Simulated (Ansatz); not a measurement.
# Co: how the settings move a single-point run

Question: which choices in the input matter for Co?

Method: reference: DFT, LDA, PAW with Ansatz's default frozen-core files, scalar-relativistic, in Ansatz 0.2.0.

## (1) The system as given

The structure is trigonal, space group P-3m1 (No. 164). The conventional cell has a = 2.487 Å, b = 2.487 Å, c = 4.063 Å, α = 90.00°, β = 90.00°, γ = 120.00°. Co (site symmetry 3m) has 12 Co at 2.42 to 2.55 Å in its first shell of neighbours.

Structure file:

```cif
data_structure
_symmetry_space_group_name_H-M 'P-3m1'
_symmetry_Int_Tables_number 164
_cell_length_a 2.4874
_cell_length_b 2.4874
_cell_length_c 4.0633
_cell_angle_alpha 90.000
_cell_angle_beta 90.000
_cell_angle_gamma 120.000
_cell_volume 21.77
loop_
_atom_site_label
_atom_site_type_symbol
_atom_site_symmetry_multiplicity
_atom_site_Wyckoff_symbol
_atom_site_fract_x
_atom_site_fract_y
_atom_site_fract_z
_atom_site_occupancy
Co1 Co 2 d 0.66667 0.33333 0.25986 1
```

## (2) The reference run

The input, input.yaml:

```yaml
crystal:
  lattice:
    - [2.4873648738, 0.0, 0.0]
    - [-1.2436824369, 2.1541211692, 0.0]
    - [0.0, 0.0, 4.0632895034]
  atoms:
    - { symbol: Co, position: [0.6666666667, 0.3333333333, 0.259861], spin: 1.6, spin_axis: [1.0, 0.0, 0.0] }
    - { symbol: Co, position: [0.3333333333, 0.6666666667, 0.740139], spin: 1.6, spin_axis: [1.0, 0.0, 0.0] }
magnetization:
  noncollinear: true
  spin_spiral: { q: [0.0, 0.0, 0.1666666667] }
kpoints:
  mp_grid: { grid: [12, 12, 12] }
scf:
  occupations: { method: fermi_dirac, width: 0.08 }
  lower_state_search: "off"
hamiltonian:
  xc: lda
  pseudopotentials: { kind: paw }
output:
  eigenvalues: false
```

Started as:

```sh
$ ansatz run input.yaml --threads 2 --pin off --max-ram 5120MiB --backend cpu --events-out ev --progress --plain --runs-dir out
```

## (3) Variant: mp_grid.grid [6, 6, 6]

input.yaml, as its differences from that of step 2:

```diff
@@ -12,3 +12,3 @@
 kpoints:
-  mp_grid: { grid: [12, 12, 12] }
+  mp_grid: { grid: [6, 6, 6] }
 scf:
```

**Question.** What will these runs give? Wanted: for each run, ending; energy change; abs. moment.

The runs gave:

```
                      run     ending   energy change  abs. moment (μB)  cycles   time
                reference  converged               0              3.33      16   49 s
1: mp_grid.grid [6, 6, 6]  converged  -20.3 meV/atom              3.36      14  7.4 s
```

Residual by cycle in the longest SCF loop of each run; runs are numbered as in the table. The quantity is the density residual dr2, in eV.

```
cycle  reference   run 1
    1      0.536   0.522
    2     0.0274  0.0249
    4     9.2e-4  9.2e-4
    5     3.7e-4  4.5e-4
    6     1.9e-4    0.39
    8     0.0463  7.6e-4
    9     6.7e-4  1.2e-4
   11     5.0e-7  1.1e-4
   12     6.4e-6  1.6e-4
   13     3.2e-6  5.0e-7
   15     4.6e-7       -
   16     1.7e-8       -
```

**Reading.** Changing the k-point mesh moves the energy by -20.3 meV/atom. Sampling errors of the energy have no fixed sign. Cost: 14 SCF cycles against 16, 7.4 s against 49 s.
